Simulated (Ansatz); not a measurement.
The system is HgTe.

```
Hg Te
1.0
     0.00000    3.18000    3.18000
     3.18000    0.00000    3.18000
     3.18000    3.18000    0.00000
Hg Te
1 1
Direct
  0.00000 0.00000 0.00000
  0.50000 0.50000 0.50000
```

Measurements of this composition are mostly on another form, of space group No. 216.

- Program: Ansatz 0.2.0
- Task: relaxation of cell and atoms
- Functional: HSEsol
- Potentials or basis: Ansatz PAW
- Cutoff: 420 eV (not typed: the program's choice for these potentials)
- k mesh: 4 × 4 × 4
- Occupations: fermi-dirac, width 0.05 eV
- Spin: no spin polarisation

At the start: volume 32.16 Å³/atom.

Q: Where does the relaxation end?

A: It ends after 5 steps and the volume is 27.59 Å³/atom (-14.2 %); space group Fm-3m (No. 225, to 0.05 Å).

Step by step:
| step | energy change (eV) | largest force (eV/Å) | volume (Å³) |
| --- | --- | --- | --- |
| 1 | 0.0000 | 0.0000 | 64.31 |
| 2 | -0.2081 | 0.0000 | 55.36 |
| 3 | -0.2083 | 0.0000 | 55.11 |
| 4 | -0.2083 | 0.0000 | 55.18 |
| 5 | -0.2050 | 0.0000 | 55.18 |

Final structure:
```
Hg Te
1.0
     0.00000    3.02162    3.02162
     3.02162    0.00000    3.02162
     3.02162    3.02162    0.00000
Hg Te
1 1
Cartesian
  0.0000 0.0000 0.0000
  3.0216 3.0216 3.0216
```

Caveat: the k mesh is coarse (spacing up to 0.43 Å⁻¹), so the values aren't converged, least of all with exact exchange; the plane-wave basis is chosen anew once the cell has moved, so the energies of steps on either side of that aren't comparable; the volume moved by -14 % from the deposited cell, more than functionals usually miss; the PAW data sets come from PBE, with cores solved anew for the run's functional, which leaves a small shift of forces and pressure.
